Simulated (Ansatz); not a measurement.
# bcc W(110) / bcc Ta(110) interface: specific resistance, part 2 of 3

How much resistance does one bcc W(110) / bcc Ta(110) interface add to a current across the layers?

Ansatz 0.2.0; Ansatz plane-wave DFT, PBE, PAW files; ballistic transport by layer matching (Landauer), zero bias; PAW set soft_1 (the session's first sound run).

So far, transmission per spin nearest the Fermi level: step 2 (transmission: PBE) 0.516.

## Step 4: Transmission: PBE, coarse mesh, least span asked of the mesh across the current 40 Å

The same cell on a mesh a third as fine shows what a quick run would give. To save time only the energies from -0.06 to 0.06 eV are solved. The mesh is 16×16 and the cutoff, the files' own for this level, 420 eV.

This step: Ansatz plane-wave DFT, PBE, PAW files; ballistic transport by layer matching (Landauer), zero bias; PAW set soft_1 (Ansatz 0.2.0).

input.yaml

```yaml
crystal:
  lattice:
    - [1.61684, -2.2865570562, 0.0]
    - [1.61684, 2.2865570562, 0.0]
    - [0.0, 0.0, 45.7933891362]
  atoms:
    - { symbol: W, position: [0.0, 0.0, 0.0218372132] }
    - { symbol: W, position: [0.5, 0.5, 0.0686459524] }
    - { symbol: W, position: [0.0, 0.0, 0.1154546917] }
    - { symbol: W, position: [0.5, 0.5, 0.162263431] }
    - { symbol: W, position: [0.0, 0.0, 0.2090721703] }
    - { symbol: W, position: [0.5, 0.5, 0.2558809095] }
    - { symbol: W, position: [0.0, 0.0, 0.3026896488] }
    - { symbol: W, position: [0.5, 0.5, 0.3494983881] }
    - { symbol: W, position: [0.0, 0.0, 0.3963071274] }
    - { symbol: W, position: [0.5, 0.5, 0.4431158667] }
    - { symbol: Ta, position: [0.0, 0.0, 0.4931158667] }
    - { symbol: Ta, position: [0.5, 0.5, 0.5463071274] }
    - { symbol: Ta, position: [0.0, 0.0, 0.5994983881] }
    - { symbol: Ta, position: [0.5, 0.5, 0.6526896488] }
    - { symbol: Ta, position: [0.0, 0.0, 0.7058809095] }
    - { symbol: Ta, position: [0.5, 0.5, 0.7590721703] }
    - { symbol: Ta, position: [0.0, 0.0, 0.812263431] }
    - { symbol: Ta, position: [0.5, 0.5, 0.8654546917] }
    - { symbol: Ta, position: [0.0, 0.0, 0.9186459524] }
    - { symbol: Ta, position: [0.5, 0.5, 0.9718372132] }
kpoints:
  mp_grid: { grid: [14, 14, 1] }
hamiltonian:
  xc: pbe
  pseudopotentials: { kind: paw, azcp: { folder: soft_1 } }
scf:
  occupations: { method: fermi_dirac, width: 0.1 }
output:
  transmission:
    leads: [[4, 5], [14, 15]]
    kmesh: [16, 16]
    e_range: [-0.06, 0.06]
    de: 0.04
  write_potential: true
  write_density: true
  volumetric_format: npy
```

The run is started by

```bash
ansatz run input.yaml --threads 4 --pin off --max-ram 15360MiB --backend cpu --events-out ev --progress --plain --runs-dir out
```

Numbers of over 12 decimals in the logs are rounded to 6 here.

The log of the run:

```text
[...]
Crystal: 20 atoms, lattice volume = 338.596 Å³
Basis set: ecut = 420 eV, 6651 PW (Γ)
Bands: 162, of which v1, the nominal top of the filled ones, is band 135 counted from 1 (134 counted from 0)
Symmetry: 8 space group operations
[...]
k-points: 57 of 196
[...]
SCF iter   1: F=—  HF=-203225.214721 eV  |F-HF|=—  |Δ(HF+E_count)|=         —  Δρ=1.27e-1  dr2=4.29e3  ethr=3.10e-3  ⟨swp⟩=5.7  Hψ=36346  notcnv=0  defer=10
[...]
SCF iter  11: F=-203191.477945 eV  HF=-203191.477945 eV  |F-HF|=1.09e-8  |Δ(HF+E_count)|=   1.45e-8  Δρ=6.83e-7  dr2=1.17e-8  ethr=3.70e-11  ⟨swp⟩=13.0  Hψ=34403  notcnv=0
SCF 1 converged in 11 iterations: F = -203191.477945 eV  dr2 = 1.17e-8
[...]
transmission: 274 of 2701 steps passed
transmission: 541 of 2701 steps passed
[...]
transmission: 2701 of 2701 steps passed
SCF converged after 11 iterations
Free energy (F): -203191.477945 eV
[...]
Internal energy: -203190.936361 eV  (E = F + TS)
E sigma→0 (E₀):  -203191.207153 eV
Entropy (-TS):   -0.541585 eV (-27.079 meV/atom)
Fermi energy:    20.311094 eV
[...]
--- Band table (eV; the first three rows and the last of 57) ---
  k-point 0: bands = [... 131 lower, 20.1234, 20.1273, 20.3255, 20.3457, 20.4666, 20.4971, 20.5034, 20.5214, ... 23 higher]
  k-point 1: bands = [... 131 lower, 20.1838, 20.1856, 20.2160, 20.2530, 20.3625, 20.4407, 20.5082, 20.5770, ... 23 higher]
  k-point 2: bands = [... 131 lower, 20.0697, 20.1007, 20.1442, 20.1633, 20.1871, 20.2744, 20.3494, 20.3690, ... 23 higher]
  k-point 56: bands = [... 131 lower, 21.2269, 21.3506, 21.3786, 21.8289, 21.8569, 21.8706, 21.9695, 21.9782, ... 23 higher]
--- Transmission ---
  basis      : 63 plane waves across, 37 finite elements along
  points     : 73, standing for a mesh of 16 x 16
[...]
channels       : 7.968750e-1 a spin
    conductance    : none, the energies end too early or step too widely for 300 K: set another output.transmission.e_range or a lower de, or, where they end at an eighth of basis.ecutwfc, a higher one
    slowest decay  : 0.0236 /Å at (0.5000, 0.1875)
[...]
channels       : 1.792969e0 a spin
[...]
slowest decay  : 0.1682 /Å at (-0.3125, 0.1250)
  junction   : crystal 0 to crystal 1, 11.34 to 31.80 Å
    transmission   : 5.505401e-1 a spin
[...]
```

It took 93 s on 4 threads of Arm Neoverse V1, shared host; peak memory 2.7 GiB.

The run finished; it serves as a test, and its numbers are not taken as the result.

## Step 5: Resistance: PBE, coarse mesh

This step: Ansatz plane-wave DFT, PBE, PAW files; ballistic transport by layer matching (Landauer), zero bias; specific resistance of one interface, 1/T less the mean of the leads' 1/N; PAW set soft_1 (Ansatz 0.2.0).

This step gave:

- area resistance: 0.8997 fΩ m²
- T over the leads' mean channel count: 0.4278
- twice the interface resistance (2AR, or 2AR* for magnets): 1.799 fΩ m²

Twice the interface resistance is 1.80 fΩ m² here, against 1.98 in the first run; 42.8 % of the two leads' mean channel count pass, 42.0 % before.

## Step 6: Transmission: LDA

The functional changes to LDA at the same atoms, which shifts d bands against the Fermi level. To save time only the energies from -0.06 to 0.06 eV are solved. The mesh is 46×46 and the cutoff, the files' own for this level, 420 eV.

This step: Ansatz plane-wave DFT, LDA, PAW files; ballistic transport by layer matching (Landauer), zero bias; PAW set soft_1 (Ansatz 0.2.0).

Changes to input.yaml since step 4:

```diff
@@ -29,4 +29,4 @@
 hamiltonian:
-  xc: pbe
-  pseudopotentials: { kind: paw, azcp: { folder: soft_1 } }
+  xc: lda
+  pseudopotentials: { kind: paw, azcp: { folder: soft_1 }, xc_functional: pbe }
 scf:
@@ -36,3 +36,3 @@
     leads: [[4, 5], [14, 15]]
-    kmesh: [16, 16]
+    kmesh: [46, 46]
     e_range: [-0.06, 0.06]
```

The log of the run:

```text
[...]
Crystal: 20 atoms, lattice volume = 338.596 Å³
Basis set: ecut = 420 eV, 6651 PW (Γ)
Bands: 162, of which v1, the nominal top of the filled ones, is band 135 counted from 1 (134 counted from 0)
Symmetry: 8 space group operations
[...]
k-points: 57 of 196
[...]
SCF iter   1: F=—  HF=-198174.370622 eV  |F-HF|=—  |Δ(HF+E_count)|=         —  Δρ=1.27e-1  dr2=4.30e3  ethr=3.10e-3  ⟨swp⟩=5.8  Hψ=36467  notcnv=0  defer=9
[...]
SCF iter  11: F=-198140.203901 eV  HF=-198140.203901 eV  |F-HF|=1.44e-8  |Δ(HF+E_count)|=   7.43e-7  Δρ=6.87e-7  dr2=1.48e-8  ethr=3.70e-11  ⟨swp⟩=12.9  Hψ=34163  notcnv=0
SCF 1 converged in 11 iterations: F = -198140.203901 eV  dr2 = 1.48e-8
[...]
transmission: 2050 of 20461 steps passed
transmission: 4093 of 20461 steps passed
[...]
transmission: 20461 of 20461 steps passed
SCF converged after 11 iterations
Free energy (F): -198140.203901 eV
[...]
Internal energy: -198139.650399 eV  (E = F + TS)
E sigma→0 (E₀):  -198139.927150 eV
Entropy (-TS):   -0.553502 eV (-27.675 meV/atom)
Fermi energy:    19.959197 eV
[...]
--- Band table (eV; the first three rows and the last of 57) ---
  k-point 0: bands = [... 131 lower, 19.7336, 19.7420, 19.9351, 19.9497, 20.1052, 20.1240, 20.1809, 20.2170, ... 23 higher]
  k-point 1: bands = [... 131 lower, 19.7993, 19.8222, 19.8954, 19.9581, 19.9741, 20.0451, 20.1189, 20.1839, ... 23 higher]
  k-point 2: bands = [... 131 lower, 19.6859, 19.7555, 19.7962, 19.8049, 19.8714, 19.8919, 19.9557, 20.0522, ... 23 higher]
  k-point 56: bands = [... 131 lower, 20.8463, 20.9674, 21.1029, 21.4571, 21.4694, 21.4995, 21.5799, 21.7215, ... 23 higher]
--- Transmission ---
  basis      : 63 plane waves across, 37 finite elements along
  points     : 553, standing for a mesh of 46 x 46
[...]
channels       : 9.092628e-1 a spin
[...]
slowest decay  : 0.0097 /Å at (-0.4783, 0.2391)
[...]
channels       : 1.661153e0 a spin
[...]
slowest decay  : 0.0208 /Å at (0.3043, 0.0000)
  junction   : crystal 0 to crystal 1, 11.34 to 31.80 Å
    transmission   : 5.535235e-1 a spin
[...]
```

Elapsed: 3 min, on 4 threads; peak memory 2.6 GiB; 11 min of CPU time.

Numbers from this step:

- free energy: -198140.2039 eV
- energy at zero smearing: -198139.9272 eV
- Fermi energy: 19.96 eV
- step of the lead's potential: 7.1 meV
- step of the upper lead's potential: 0.8 meV

Per spin. The transmission, zone mean by energy, zero at the Fermi level:

```tsv
energy (eV)	transmission, zone mean
-0.0600	0.538
-0.0200	0.554
0.0200	0.555
0.0600	0.551
```

Over the solved energies the transmission per spin lies between 0.538 and 0.555, out of 0.929 channels of the lead on average (up to 0.999).

Between step 2 and this run (LDA) the value for the transmission per spin nearest the Fermi level moves from 0.516 to 0.554 (+7 %).

## Step 7: Resistance: LDA

This step: Ansatz plane-wave DFT, LDA, PAW files; ballistic transport by layer matching (Landauer), zero bias; specific resistance of one interface, 1/T less the mean of the leads' 1/N; PAW set soft_1 (Ansatz 0.2.0).

Numbers from this step:

* area resistance: 0.9316 fΩ m²
* T over the leads' mean channel count: 0.4284
* twice the interface resistance (2AR, or 2AR* for magnets): 1.863 fΩ m²

Twice the interface resistance is 1.86 fΩ m² here, against 1.98 in the first run; 42.8 % of the two leads' mean channel count pass, 42.0 % before.

## Step 8: Transmission: r2SCAN, cutoff 500 eV

The same with r2SCAN, the dearer rung. To save time only the energies from -0.06 to 0.06 eV are solved. The mesh is 46×46 and the cutoff, the files' own for this level, 500 eV.

This step: Ansatz plane-wave DFT, r2SCAN, PAW files; ballistic transport by layer matching (Landauer), zero bias; PAW set soft_1 (Ansatz 0.2.0).

Changes to input.yaml since step 6:

```diff
@@ -29,4 +29,4 @@
 hamiltonian:
-  xc: lda
-  pseudopotentials: { kind: paw, azcp: { folder: soft_1 }, xc_functional: pbe }
+  xc: r2scan
+  pseudopotentials: { kind: paw, azcp: { folder: soft_1 } }
 scf:
```

The log of the run:

```text
[...]
Crystal: 20 atoms, lattice volume = 338.596 Å³
Basis set: ecut = 500 eV, 8527 PW (Γ), exchange–correlation on 96×96×1440 points (64 copies of the dense FFT grid, shifted against one another)
Bands: 162, of which v1, the nominal top of the filled ones, is band 135 counted from 1 (134 counted from 0)
Symmetry: 8 space group operations
[...]
k-points: 57 of 196
[...]
SCF iter   1: F=—  HF=-203463.434619 eV  |F-HF|=—  |Δ(HF+E_count)|=         —  Δρ=1.21e-1  dr2=3.86e3  dr2_τ=5.82e0  ethr=3.10e-3  ⟨swp⟩=5.8  Hψ=34476  notcnv=0  defer=19
[...]
SCF iter  13: F=-203434.291630 eV  HF=-203434.291630 eV  |F-HF|=2.09e-8  |Δ(HF+E_count)|=   4.95e-9  Δρ=5.12e-7  dr2=2.15e-8  dr2_τ=1.35e-10  ethr=3.70e-11  ⟨swp⟩=13.0  Hψ=27454  notcnv=0
SCF 1 converged in 13 iterations: F = -203434.291630 eV  dr2 = 2.15e-8
[...]
transmission: 2106 of 21014 steps passed
transmission: 4210 of 21014 steps passed
[...]
transmission: 21014 of 21014 steps passed
SCF converged after 13 iterations
Free energy (F): -203434.291630 eV
[...]
Internal energy: -203433.785418 eV  (E = F + TS)
E sigma→0 (E₀):  -203434.038524 eV
Entropy (-TS):   -0.506212 eV (-25.311 meV/atom)
Fermi energy:    20.149113 eV
[...]
--- Band table (eV; the first three rows and the last of 57) ---
  k-point 0: bands = [... 131 lower, 19.9945, 20.0043, 20.2144, 20.2345, 20.2346, 20.2463, 20.4076, 20.4189, ... 23 higher]
  k-point 1: bands = [... 131 lower, 19.9468, 20.0074, 20.0676, 20.0824, 20.2371, 20.3375, 20.3916, 20.4723, ... 23 higher]
  k-point 2: bands = [... 131 lower, 19.8625, 19.9086, 19.9281, 20.0022, 20.0681, 20.0986, 20.1463, 20.2384, ... 23 higher]
  k-point 56: bands = [... 131 lower, 21.1609, 21.1784, 21.3120, 21.7343, 21.7501, 21.7893, 21.8441, 22.0016, ... 23 higher]
--- Transmission ---
  basis      : 77 plane waves across, 38 finite elements along
  points     : 553, standing for a mesh of 46 x 46
[...]
channels       : 7.797732e-1 a spin
[...]
slowest decay  : 0.0096 /Å at (0.3043, 0.2391)
[...]
channels       : 1.587429e0 a spin
[...]
slowest decay  : 0.0160 /Å at (-0.3261, 0.1522)
  junction   : crystal 0 to crystal 1, 11.34 to 31.80 Å
    transmission   : 4.850813e-1 a spin
[...]
```

It took 4.7 min on 4 threads; peak memory 3.9 GiB.

This step gave:

```yaml
free_energy: -203434.2916 eV
energy_at_zero_smearing: -203434.0385 eV
fermi_energy: 20.15 eV
step_of_the_lead_s_potential: 6.7 meV
step_of_the_upper_lead_s_potential: 0.6 meV
```

Per spin. The transmission, zone mean by energy, zero at the Fermi level:

```tsv
energy (eV)	transmission, zone mean
-0.0600	0.479
-0.0200	0.485
0.0200	0.486
0.0600	0.487
```

Over the solved energies the transmission per spin lies between 0.479 and 0.487, out of 0.806 channels of the lead on average (up to 0.862).

Between step 2 and this run (r2SCAN and cutoff 500 eV) the value for the transmission per spin nearest the Fermi level moves from 0.516 to 0.485 (-6 %).

## Step 9: Resistance: r2SCAN

This step: Ansatz plane-wave DFT, r2SCAN, PAW files; ballistic transport by layer matching (Landauer), zero bias; specific resistance of one interface, 1/T less the mean of the leads' 1/N; PAW set soft_1 (Ansatz 0.2.0).

This step gave:

```
area resistance                                           : 1.074 fΩ m²
T over the leads' mean channel count                      : 0.4083
twice the interface resistance (2AR, or 2AR* for magnets) : 2.148 fΩ m²
```

Twice the interface resistance is 2.15 fΩ m² here, against 1.98 in the first run; 40.8 % of the two leads' mean channel count pass, 42.0 % before.

## Step 10: Transmission: PBE on the lower metal's lattice, in plane spacing 3.1648 Å, lattice of W

The common lattice is now the lower metal's own, which puts all the misfit on the upper one. To save time only the energies from -0.06 to 0.06 eV are solved. The mesh is 48×48 and the cutoff, the files' own for this level, 420 eV.

This step: Ansatz plane-wave DFT, PBE, PAW files; ballistic transport by layer matching (Landauer), zero bias; PAW set soft_1 (Ansatz 0.2.0).

The cell differs from the one that the last finished run ended in (a 2.800 → 2.741 Å, b 2.800 → 2.741 Å, c 45.793 → 47.808 Å).

input.yaml

```yaml
crystal:
  lattice:
    - [1.5824, -2.2378515411, 0.0]
    - [1.5824, 2.2378515411, 0.0]
    - [0.0, 0.0, 47.8084130376]
  atoms:
    - { symbol: W, position: [0.0, 0.0, 0.0209168206] }
    - { symbol: W, position: [0.5, 0.5, 0.0677255599] }
    - { symbol: W, position: [0.0, 0.0, 0.1145342992] }
    - { symbol: W, position: [0.5, 0.5, 0.1613430385] }
    - { symbol: W, position: [0.0, 0.0, 0.2081517777] }
    - { symbol: W, position: [0.5, 0.5, 0.254960517] }
    - { symbol: W, position: [0.0, 0.0, 0.3017692563] }
    - { symbol: W, position: [0.5, 0.5, 0.3485779956] }
    - { symbol: W, position: [0.0, 0.0, 0.3953867348] }
    - { symbol: W, position: [0.5, 0.5, 0.4421954741] }
    - { symbol: Ta, position: [0.0, 0.0, 0.4921954741] }
    - { symbol: Ta, position: [0.5, 0.5, 0.5453867348] }
    - { symbol: Ta, position: [0.0, 0.0, 0.5985779956] }
    - { symbol: Ta, position: [0.5, 0.5, 0.6517692563] }
    - { symbol: Ta, position: [0.0, 0.0, 0.704960517] }
    - { symbol: Ta, position: [0.5, 0.5, 0.7581517777] }
    - { symbol: Ta, position: [0.0, 0.0, 0.8113430385] }
    - { symbol: Ta, position: [0.5, 0.5, 0.8645342992] }
    - { symbol: Ta, position: [0.0, 0.0, 0.9177255599] }
    - { symbol: Ta, position: [0.5, 0.5, 0.9709168206] }
kpoints:
  mp_grid: { grid: [14, 14, 1] }
hamiltonian:
  xc: pbe
  pseudopotentials: { kind: paw, azcp: { folder: soft_1 } }
scf:
  occupations: { method: fermi_dirac, width: 0.1 }
output:
  transmission:
    leads: [[4, 5], [14, 15]]
    kmesh: [48, 48]
    e_range: [-0.06, 0.06]
    de: 0.04
  write_potential: true
  write_density: true
  volumetric_format: npy
```

The log of the run:

```text
[...]
Crystal: 20 atoms, lattice volume = 338.596 Å³
Basis set: ecut = 420 eV, 6705 PW (Γ)
Bands: 162, of which v1, the nominal top of the filled ones, is band 135 counted from 1 (134 counted from 0)
Symmetry: 8 space group operations
[...]
k-points: 57 of 196
[...]
SCF iter   1: F=—  HF=-203224.431562 eV  |F-HF|=—  |Δ(HF+E_count)|=         —  Δρ=1.28e-1  dr2=4.36e3  ethr=3.10e-3  ⟨swp⟩=5.5  Hψ=36018  notcnv=0  defer=6
[...]
SCF iter  11: F=-203191.137584 eV  HF=-203191.137585 eV  |F-HF|=3.14e-8  |Δ(HF+E_count)|=   1.30e-7  Δρ=8.99e-7  dr2=3.30e-8  ethr=3.70e-11  ⟨swp⟩=12.2  Hψ=36454  notcnv=0
SCF 1 converged in 11 iterations: F = -203191.137584 eV  dr2 = 3.30e-8
[...]
transmission: 2287 of 22838 steps passed
transmission: 4571 of 22838 steps passed
[...]
transmission: 22838 of 22838 steps passed
SCF converged after 11 iterations
Free energy (F): -203191.137584 eV
[...]
Internal energy: -203190.589272 eV  (E = F + TS)
E sigma→0 (E₀):  -203190.863428 eV
Entropy (-TS):   -0.548312 eV (-27.416 meV/atom)
Fermi energy:    20.328761 eV
[...]
--- Band table (eV; the first three rows and the last of 57) ---
  k-point 0: bands = [... 131 lower, 19.9151, 19.9790, 20.0015, 20.0209, 20.0607, 20.0755, 20.0855, 20.2208, ... 23 higher]
  k-point 1: bands = [... 131 lower, 19.8461, 19.8837, 19.9522, 19.9810, 20.1144, 20.1487, 20.1987, 20.2970, ... 23 higher]
  k-point 2: bands = [... 131 lower, 19.7473, 19.7490, 19.9013, 19.9097, 19.9126, 19.9884, 20.0641, 20.1496, ... 23 higher]
  k-point 56: bands = [... 131 lower, 21.0282, 21.1251, 21.5099, 21.6223, 21.7051, 21.9061, 21.9372, 22.0569, ... 23 higher]
--- Transmission ---
  basis      : 63 plane waves across, 38 finite elements along
  points     : 601, standing for a mesh of 48 x 48
[...]
channels       : 7.855903e-1 a spin
[...]
slowest decay  : 0.0062 /Å at (0.5000, 0.2292)
[...]
channels       : 1.340278e0 a spin
[...]
slowest decay  : 0.0081 /Å at (-0.4583, 0.4375)
  junction   : crystal 0 to crystal 1, 11.77 to 33.13 Å
    transmission   : 3.762667e-1 a spin
[...]
```

Run time: 3 min. Hardware: 4 threads; peak memory 2.7 GiB.

This step gave:

```
free energy                  : -203191.1376 eV
energy at zero smearing      : -203190.8634 eV
Fermi energy                 : 20.33 eV
cell area                    : 7.082 Å²
step of the lead's potential : 1.9 meV
```

Per spin. Table of transmission, zone mean by energy, zero at the Fermi level:

```tsv
energy (eV)	transmission, zone mean
-0.0600	0.367
-0.0200	0.376
0.0200	0.391
0.0600	0.388
```

Over the solved energies the transmission per spin lies between 0.367 and 0.391, out of 0.804 channels of the lead on average (up to 0.840).

(Part 2 of 3 ends here.)

[Logs are printed without paths, hosts, clocks, repeated set-up lines and the standing remarks that a program may print on its own settings, such as how far it seeks lower states.]

[Hosts, paths, dates, database ids (printed as entryN), source tags and the programs' standing remarks are cut or masked in the printed files.]
